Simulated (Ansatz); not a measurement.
Runs of Ansatz 0.2.0 on InAs. Symmetry: F-43m, No. 216, cubic system. Conventional cell: a = 6.036 Å, b = 6.036 Å, c = 6.036 Å, α = 90.00°, β = 90.00°, γ = 90.00°. In (site symmetry -43m) is surrounded by 4 As at 2.61 Å. As (site symmetry -43m) is surrounded by 4 In at 2.61 Å. 

```csv
task,level,k mesh,cutoff (eV),smearing,basis error allowed,mesh quality,gap on the mesh (eV),pressure (GPa)
band structure,BLYP,8 × 8 × 8,283,fermi-dirac 0.05 eV,0.001 eV/atom,not flagged,-,7.5
band structure,LDA,8 × 8 × 8,283,fermi-dirac 0.05 eV,0.001 eV/atom,not flagged,-,-0.3
single point,PBE,3 × 3 × 3,249,fermi-dirac 0.06 eV,0.003 eV/atom,coarse,none,(a)
single point,LDA,8 × 8 × 8,283,gaussian 0.02 eV,0.001 eV/atom,not flagged,none,-0.3
single point,PBE,5 × 5 × 5,261,fermi-dirac 0.04 eV,0.002 eV/atom,coarse,none,4.5
```

Alike in all rows: potentials or basis all-electron LAPW, scalar-relativistic; no spin polarisation; cell as given.

Question: Estimate the missing entries.

Answer: (a) 6.1.

Caveats: some runs use coarse meshes; this crystal is a semiconductor, whose small gap the functional closes, so the metal is an error of the method; the k mesh is thin for a metal, which can move the energy by tens of meV per atom (some runs).

A k mesh can miss the band edges, and the runs leave out spin-orbit coupling on As, In.

A gap of «none» marks a metal or a gap under the smearing width.

Not every run made on this cell is shown here.
